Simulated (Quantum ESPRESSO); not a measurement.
# Si (Im-3m) in Quantum ESPRESSO: notebook

Aim: see how the results for Si move with the level of theory and the settings. Levels: BLYP, PBEsol, RPBE. Tasks: phonons.

Everything below comes from runs of Quantum ESPRESSO 7.5. Logs are shortened: lines on timing, memory, paths and dates and some standing lists are left out, and cuts for length are marked.

### Step 1. The crystal as given

The structure is cubic, space group Im-3m (No. 229). The conventional cell has a = 6.672 Å, b = 6.672 Å, c = 6.672 Å, α = 90.00°, β = 90.00°, γ = 90.00°. Si (site symmetry -4m2) has 4 Si at 2.36 Å as nearest neighbours.

This isn't the form of Si at room conditions, which is diamond.

### Step 2. Phonons, BLYP

Contents of pw.in:

```
&CONTROL
  calculation = 'scf'
  prefix = 'pwscf'
  outdir = './tmp'
  pseudo_dir = './pseudo'
  tprnfor = .true.
  tstress = .true.
  disk_io = 'low'
/
&SYSTEM
  ibrav = 0
  nat = 6
  ntyp = 1
  ecutwfc = 36
  nbnd = 19
  input_dft = 'blyp'
  occupations = 'smearing'
  smearing = 'gaussian'
  degauss = 0.00999582
/
&ELECTRONS
  conv_thr = 1.2d-09
  electron_maxstep = 120
  mixing_beta = 0.5
/
ATOMIC_SPECIES
Si    28.0850 Si.upf
CELL_PARAMETERS angstrom
  -3.3360831900    3.3360831900    3.3360831900
   3.3360831900   -3.3360831900    3.3360831900
   3.3360831900    3.3360831900   -3.3360831900
ATOMIC_POSITIONS crystal
Si     0.5000000000    0.7500000000    0.2500000000
Si     0.2500000000    0.7500000000    0.5000000000
Si     0.2500000000    0.5000000000    0.7500000000
Si     0.5000000000    0.2500000000    0.7500000000
Si     0.7500000000    0.5000000000    0.2500000000
Si     0.7500000000    0.2500000000    0.5000000000
K_POINTS automatic
6 6 6 0 0 0
```

Contents of scf2.in:

```
&CONTROL
  calculation = 'scf'
  prefix = 'pwscf'
  outdir = './tmp'
  pseudo_dir = './pseudo'
  tprnfor = .true.
  tstress = .true.
  disk_io = 'low'
/
&SYSTEM
  ibrav = 0
  nat = 6
  ntyp = 1
  ecutwfc = 36
  nbnd = 19
  input_dft = 'blyp'
  occupations = 'fixed'
/
&ELECTRONS
  conv_thr = 1d-13
  electron_maxstep = 120
  mixing_beta = 0.5
  startingpot = 'file'
  startingwfc = 'file'
/
ATOMIC_SPECIES
Si    28.0850 Si.upf
CELL_PARAMETERS angstrom
  -3.3360831900    3.3360831900    3.3360831900
   3.3360831900   -3.3360831900    3.3360831900
   3.3360831900    3.3360831900   -3.3360831900
ATOMIC_POSITIONS crystal
Si     0.5000000000    0.7500000000    0.2500000000
Si     0.2500000000    0.7500000000    0.5000000000
Si     0.2500000000    0.5000000000    0.7500000000
Si     0.5000000000    0.2500000000    0.7500000000
Si     0.7500000000    0.5000000000    0.2500000000
Si     0.7500000000    0.2500000000    0.5000000000
K_POINTS automatic
6 6 6 0 0 0
```

Contents of ph.in:

```
phonons of Si
&INPUTPH
  prefix = 'pwscf'
  outdir = './tmp'
  tr2_ph = 1d-16
  fildyn = 'dyn'
  niter_ph = 60
  alpha_mix(1) = 0.7
  epsil = .true.
/
0.0000000000 0.0000000000 0.0000000000
```

Contents of dynmat.in:

```
&INPUT
  fildyn = 'dyn'
  asr = 'crystal'
  lperm = .true.
  filout = 'dynmat.disp'
  fileig = 'dynmat.eig'
/
```

Contents of dynmat_lo.in:

```
&INPUT
  fildyn = 'dyn'
  asr = 'crystal'
  filout = 'dynmat_lo.disp'
  fileig = 'dynmat_lo.eig'
  q(1) = 1
  q(2) = 0
  q(3) = 0
/
```

Potentials or basis: PseudoDojo 0.4.1 SR PBE standard.

On the command line:

```bash
> OMP_NUM_THREADS=1 pw.x -in pw.in > pw.out
> OMP_NUM_THREADS=1 pw.x -in scf2.in > scf2.out
> OMP_NUM_THREADS=1 ph.x -in ph.in > ph.out
> OMP_NUM_THREADS=1 dynmat.x -in dynmat.in > dynmat.out
> OMP_NUM_THREADS=1 dynmat.x -in dynmat_lo.in > dynmat_lo.out
```

pw.out:

```text
This program is part of the open-source Quantum ESPRESSO suite
     for quantum simulation of materials; please cite
         "P. Giannozzi et al., J. Phys.:Condens. Matter 21 395502 (2009);
         "P. Giannozzi et al., J. Phys.:Condens. Matter 29 465901 (2017);
         "P. Giannozzi et al., J. Chem. Phys. 152 154105 (2020);
     in publications or presentations arising from this work. More details at

     IMPORTANT: XC functional enforced from input :
     Exchange-correlation= BLYP
                           (   1   3   1   3   0   0   0)
     Any further DFT definition will be discarded
     Please, verify this is what you really want

     Message from routine setup:
     using ibrav=0 with symmetry is DISCOURAGED, use correct ibrav instead

     G-vector sticks info
     --------------------
     sticks:   dense  smooth     PW     G-vecs:    dense   smooth      PW
     Sum        1279    1279    411                29101    29101    5425

     Using Slab Decomposition

     bravais-lattice index     =            0
     lattice parameter (alat)  =      10.9193  a.u.
     unit-cell volume          =    1002.2296 (a.u.)^3
     number of atoms/cell      =            6
     number of atomic types    =            1
     number of electrons       =        24.00
     number of Kohn-Sham states=           19
     kinetic-energy cutoff     =      36.0000  Ry
     charge density cutoff     =     144.0000  Ry
     scf convergence threshold =      1.2E-09
     mixing beta               =       0.5000
     number of iterations used =            8  plain     mixing
     Exchange-correlation= BLYP
                           (   1   3   1   3   0   0   0)

     celldm(1)=  10.919339  celldm(2)=   0.000000  celldm(3)=   0.000000
     celldm(4)=   0.000000  celldm(5)=   0.000000  celldm(6)=   0.000000

     crystal axes: (cart. coord. in units of alat)
               a(1) = (  -0.577350   0.577350   0.577350 )
               a(2) = (   0.577350  -0.577350   0.577350 )
               a(3) = (   0.577350   0.577350  -0.577350 )

     reciprocal axes: (cart. coord. in units 2 pi/alat)
               b(1) = ( -0.000000  0.866025  0.866025 )
               b(2) = (  0.866025 -0.000000  0.866025 )
               b(3) = (  0.866025  0.866025  0.000000 )

     PseudoPot. # 1 for Si read from file:
     Si.upf
     Pseudo is Norm-conserving + core correction, Zval =  4.0
     Generated using ONCVPSP code by D. R. Hamann
     Using radial grid of 1510 points,  6 beta functions with:
                l(1) =   0
                l(2) =   0
                l(3) =   1
                l(4) =   1
                l(5) =   2
                l(6) =   2

     atomic species   valence    mass     pseudopotential
     Si                4.00    28.08500     Si( 1.00)

     48 Sym. Ops., with inversion, found

   Cartesian axes

     site n.     atom                  positions (alat units)
         1        Si     tau(   1) = (   0.2886751   0.0000000   0.5773503  )
         2        Si     tau(   2) = (   0.5773503   0.0000000   0.2886751  )
         3        Si     tau(   3) = (   0.5773503   0.2886751   0.0000000  )
         4        Si     tau(   4) = (   0.2886751   0.5773503   0.0000000  )
         5        Si     tau(   5) = (   0.0000000   0.2886751   0.5773503  )
         6        Si     tau(   6) = (   0.0000000   0.5773503   0.2886751  )

     number of k points=    16  Gaussian smearing, width (Ry)=  0.0100
                       cart. coord. in units 2pi/alat
        k(    1) = (   0.0000000   0.0000000   0.0000000), wk =   0.0092593
        k(    2) = (   0.1443376   0.1443376   0.0000000), wk =   0.1111111
        k(    3) = (   0.2886751   0.2886751   0.0000000), wk =   0.1111111
        k(    4) = (  -0.4330127  -0.4330127   0.0000000), wk =   0.0555556
        k(    5) = (   0.2886751   0.1443376   0.1443376), wk =   0.2222222
        k(    6) = (   0.4330127   0.2886751   0.1443376), wk =   0.4444444
[... 8 lines left out ...]
        k(   15) = (  -0.8660254  -0.1443376  -0.1443376), wk =   0.1111111
        k(   16) = (  -0.8660254  -0.8660254  -0.8660254), wk =   0.0092593

     Dense  grid:    29101 G-vectors     FFT dimensions: (  45,  45,  45)

     Initial potential from superposition of free atoms

     starting charge      23.9963, renormalised to      24.0000
     Starting wfcs are   24 randomized atomic wfcs

     Self-consistent Calculation

     iteration #  1     ecut=    36.00 Ry     beta= 0.50
     Davidson diagonalization with overlap
     ethr =  1.00E-02,  avg # of iterations =  3.7

     Threshold (ethr) on eigenvalues was too large:
     Diagonalizing with lowered threshold

     Davidson diagonalization with overlap
     ethr =  9.34E-04,  avg # of iterations =  1.8

     total energy              =     -50.10071044 Ry
     estimated scf accuracy    <       0.24447747 Ry

     iteration #  2     ecut=    36.00 Ry     beta= 0.50
     Davidson diagonalization with overlap
     ethr =  1.02E-03,  avg # of iterations =  1.1

     total energy              =     -50.10716608 Ry
     estimated scf accuracy    <       0.03699637 Ry

     iteration #  3     ecut=    36.00 Ry     beta= 0.50
     Davidson diagonalization with overlap
     c_bands:  1 eigenvalues not converged
     ethr =  1.54E-04,  avg # of iterations =  6.8

     total energy              =     -50.11069628 Ry
     estimated scf accuracy    <       0.00157328 Ry

     iteration #  4     ecut=    36.00 Ry     beta= 0.50
     Davidson diagonalization with overlap
     c_bands:  1 eigenvalues not converged
     ethr =  6.56E-06,  avg # of iterations =  8.9

     total energy              =     -50.11094210 Ry
     estimated scf accuracy    <       0.00014455 Ry

     iteration #  5     ecut=    36.00 Ry     beta= 0.50
     Davidson diagonalization with overlap
     ethr =  6.02E-07,  avg # of iterations =  3.7

     total energy              =     -50.11096864 Ry
     estimated scf accuracy    <       0.00002712 Ry

     iteration #  6     ecut=    36.00 Ry     beta= 0.50
     Davidson diagonalization with overlap
     ethr =  1.13E-07,  avg # of iterations =  2.0

     total energy              =     -50.11097255 Ry
     estimated scf accuracy    <       0.00000012 Ry

     iteration #  7     ecut=    36.00 Ry     beta= 0.50
     Davidson diagonalization with overlap
     ethr =  5.10E-10,  avg # of iterations =  4.9

     total energy              =     -50.11097272 Ry
     estimated scf accuracy    <       0.00000008 Ry

     iteration #  8     ecut=    36.00 Ry     beta= 0.50
     Davidson diagonalization with overlap
     ethr =  3.43E-10,  avg # of iterations =  1.2

     total energy              =     -50.11097272 Ry
     estimated scf accuracy    <          4.1E-09 Ry

     iteration #  9     ecut=    36.00 Ry     beta= 0.50
     Davidson diagonalization with overlap
     ethr =  1.71E-11,  avg # of iterations =  2.9

     End of self-consistent calculation

          k = 0.0000 0.0000 0.0000 (  3589 PWs)   bands (ev):

    -6.9323  -2.3739  -2.3739  -2.3072  -2.3072  -2.3072   1.9863   1.9863
     1.9863   2.7596   2.7596   2.7596   6.8816   6.8816   6.8816   7.4439
     7.7709   7.7709  11.6817

          k = 0.1443 0.1443 0.0000 (  3653 PWs)   bands (ev):

    -6.7947  -3.5455  -2.9537  -2.3873  -1.5443  -1.1300   1.6661   1.7484
     2.2978   2.6299   2.9149   3.2032   6.0753   6.3840   7.0343   7.8216
     8.4185   8.9890  10.3636

          k = 0.2887 0.2887 0.0000 (  3671 PWs)   bands (ev):

    -6.4008  -4.6202  -3.3364  -2.5310  -0.6702  -0.0515   1.3213   1.3585
     2.1059   2.9203   3.0251   3.8191   5.8402   6.3427   7.4663   8.3553
     8.5465   8.7346   8.9920

          k =-0.4330-0.4330 0.0000 (  3658 PWs)   bands (ev):

    -5.9920  -5.2626  -3.4664  -2.5962  -0.1402   0.5962   1.0268   1.1970
     1.6349   2.7716   3.4944   4.0939   6.0906   7.1157   7.5526   7.7133
     7.8738   7.9364   8.6083

          k = 0.2887 0.1443 0.1443 (  3675 PWs)   bands (ev):

    -6.5265  -4.2625  -3.5623  -2.0550  -1.2993  -0.1289   1.1372   1.9830
     2.0155   2.7378   3.3031   3.3540   5.7271   6.6102   6.8871   8.5547
     8.8272   8.9172   9.3753

          k = 0.4330 0.2887 0.1443 (  3657 PWs)   bands (ev):

    -6.0443  -5.0759  -3.9080  -1.9845  -0.7591   0.7387   0.9034   1.3980
     2.0159   3.0427   3.1539   3.6633   6.1330   6.8462   7.3283   7.7521
     8.1069   8.4664   9.1018

          k = 0.5774 0.2887 0.2887 (  3652 PWs)   bands (ev):

    -5.5458  -5.5458  -4.2523  -1.2402  -1.2402   0.4926   1.1631   1.5792
     2.5965   2.5965   3.2664   3.2664   6.4618   6.9713   6.9714   7.8868
     7.8868   8.8527   9.6003

          k = 0.2887 0.2887 0.2887 (  3646 PWs)   bands (ev):

    -6.1342  -4.5685  -4.5685  -1.3033  -0.2105  -0.2105   0.5963   2.0848
     2.0848   2.7755   2.9890   2.9890   6.7984   6.7984   6.8549   7.7736
     7.7736   9.7327   9.8665

          k = 0.4330 0.4330 0.2887 (  3670 PWs)   bands (ev):

    -5.6598  -5.2526  -4.6861  -0.9639  -0.0917   0.4033   0.4176   1.7086
     1.8706   2.6824   2.9127   3.0846   7.0998   7.1285   7.3082   7.3721
     8.0547   8.6900   8.9980

          k = 0.0000 0.0000 0.2887 (  3640 PWs)   bands (ev):

    -6.6611  -4.0343  -2.4731  -2.4731  -2.4249  -0.0380   1.8141   1.8380
     1.8380   2.1905   3.5606   3.5606   5.3645   7.1657   7.1657   7.9593
     8.0887   9.6041   9.6042

          k =-0.0000-0.1443 0.4330 (  3662 PWs)   bands (ev):

    -6.2808  -4.7628  -3.1375  -2.6256  -1.7397   0.9231   1.2075   1.6505
     1.9625   2.8205   3.7126   4.0871   5.2677   6.9451   7.2759   8.1114
     8.5116   8.5120   9.1986

          k =-0.8660-0.2887-0.2887 (  3660 PWs)   bands (ev):

    -5.8791  -5.3025  -3.3582  -2.6944  -1.3327   0.4534   1.5440   1.9155
     2.0074   3.3043   3.3811   4.3220   5.7819   6.3961   6.8774   8.0481
     8.6756   8.7113   9.1967

          k =-0.7217-0.1443-0.2887 (  3645 PWs)   bands (ev):

    -5.8444  -5.2604  -3.5304  -2.3232  -1.9034   0.2330   1.5999   2.3463
     2.5466   2.9607   3.9406   4.0533   5.5995   6.3284   6.6287   8.4232
     8.4601   8.9065   9.2842

          k =-0.0000-0.0000 0.5774 (  3644 PWs)   bands (ev):

    -5.9513  -5.0661  -2.7913  -2.7913  -2.6463   0.0797   2.3244   2.3244
     2.6789   2.7198   4.4706   4.4706   5.0002   6.5078   6.5078   8.3568
     8.8238   8.8708   8.8708

          k =-0.8660-0.1443-0.1443 (  3636 PWs)   bands (ev):

    -5.5993  -5.3772  -3.1026  -2.8652  -2.4639  -0.3341   2.3779   2.5480
     3.0730   3.7506   4.3168   4.6361   5.3990   5.6382   5.8999   8.3851
     8.5508   9.0127   9.1204

          k =-0.8660-0.8660-0.8660 (  3564 PWs)   bands (ev):

    -5.4124  -5.4124  -2.9410  -2.9410  -2.9410  -0.6910   2.9856   2.9856
     2.9856   4.7690   4.7690   4.7690   5.2562   5.2562   5.2562   7.7148
     8.0368   8.5925   9.2374

     the Fermi energy is     4.8702 ev

!    total energy              =     -50.11097272 Ry
     estimated scf accuracy    <          4.2E-11 Ry
     smearing contrib. (-TS)   =      -0.00012422 Ry
     internal energy E=F+TS    =     -50.11084850 Ry

     The total energy is F=E-TS. E is the sum of the following terms:
     one-electron contribution =       0.95573213 Ry
     hartree contribution      =       8.65188373 Ry
     xc contribution           =     -17.97366427 Ry
     ewald contribution        =     -41.74480009 Ry

     convergence has been achieved in   9 iterations

     Forces acting on atoms (cartesian axes, Ry/au):

     atom    1 type  1   force =     0.00000000    0.00000000    0.00000000
     atom    2 type  1   force =     0.00000000    0.00000000    0.00000000
     atom    3 type  1   force =    -0.00000000   -0.00000000   -0.00000000
     atom    4 type  1   force =    -0.00000000   -0.00000000   -0.00000000
     atom    5 type  1   force =     0.00000000    0.00000000    0.00000000
     atom    6 type  1   force =    -0.00000000   -0.00000000   -0.00000000

     Total force =     0.000000     Total SCF correction =     0.000000

     Computing stress (Cartesian axis) and pressure

          total   stress  (Ry/bohr**3)                   (kbar)     P=       46.12
   0.00031350   0.00000000  -0.00000000           46.12        0.00       -0.00
   0.00000000   0.00031350  -0.00000000            0.00       46.12       -0.00
  -0.00000000   0.00000000   0.00031350           -0.00        0.00       46.12

=------------------------------------------------------------------------------=
   JOB DONE.
=------------------------------------------------------------------------------=
```

It took 12 min on 1 thread of Arm Neoverse V2, shared host; peak memory 0.1 GiB.

What came out:

```yaml
Free_energy: -681.7941 eV
Pressure_after_relaxing: 4.6 GPa
Band_gap_on_the_k_mesh: 0.23 eV, indirect (least direct gap 0.49 eV)
Electronic_dielectric_tensor_diagonal: 9.63
Born_charges_mean_of_the_diagonal: Si -0.00 e
Highest_phonon_frequency_at_Γ: 503 cm⁻¹
Static_dielectric_tensor_diagonal: 9.66
```

Phonon frequencies in cm⁻¹ (negative: imaginary):
```
              q point                                                        frequencies
(0.000, 0.000, 0.000)  -2 -2 -2 49 49 49 210 376 376 376 436 436 436 469 469 469 503 503
```

Electronic dielectric tensor:
```
9.63 0.00 0.00
0.00 9.63 0.00
0.00 0.00 9.63
```

Born effective charge tensors (e):
atom 1, Si
```
 0.36  0.00  0.00
 0.00 -0.19  0.00
 0.00  0.00 -0.19
```
atom 2, Si
```
-0.19  0.00  0.00
 0.00 -0.19  0.00
 0.00  0.00  0.36
```
atom 3, Si
```
-0.19  0.00  0.00
 0.00  0.36  0.00
 0.00  0.00 -0.19
```
atom 4, Si
```
 0.36  0.00  0.00
 0.00 -0.19  0.00
 0.00  0.00 -0.19
```
atom 5, Si
```
-0.19  0.00  0.00
 0.00  0.36  0.00
 0.00  0.00 -0.19
```
atom 6, Si
```
-0.19  0.00  0.00
 0.00 -0.19  0.00
 0.00  0.00  0.36
```

Optical modes at Γ, degenerate ones joined, polar ones without the macroscopic field:
| cm⁻¹ | components | symmetry | active in | IR intensity, summed ((D/Å)²/amu) |
| --- | --- | --- | --- | --- |
| 49 | 3 | T1g | silent | 0.00 |
| 210 | 1 | A2g | silent | 0.00 |
| 376 | 3 | T2u | silent | 0.00 |
| 436 | 3 | T2g | Raman | 0.00 |
| 469 | 3 | T1u | IR | 0.98 |
| 503 | 2 | Eg | Raman | 0.00 |

Static dielectric tensor, electrons and zone-centre modes:
```
9.66 0.00 0.00
0.00 9.66 0.00
0.00 0.00 9.66
```

Caveat: the mesh is thin for the dielectric tensor, Born charges and intensities, which usually come out too large; the potentials were made for another functional, which shifts forces and pressure; the cell is more than 3 GPa from zero pressure, which shifts response properties; the gap is small at this level, which inflates the dielectric constant; the gap on the mesh is small and may close between mesh points, in which case fixed occupations spoil the response; on a mesh that holds Γ this program's dielectric tensor can be off by some percent beyond the error of the mesh. A k mesh can miss the band edges.

(Continued in part 2 of 3.)
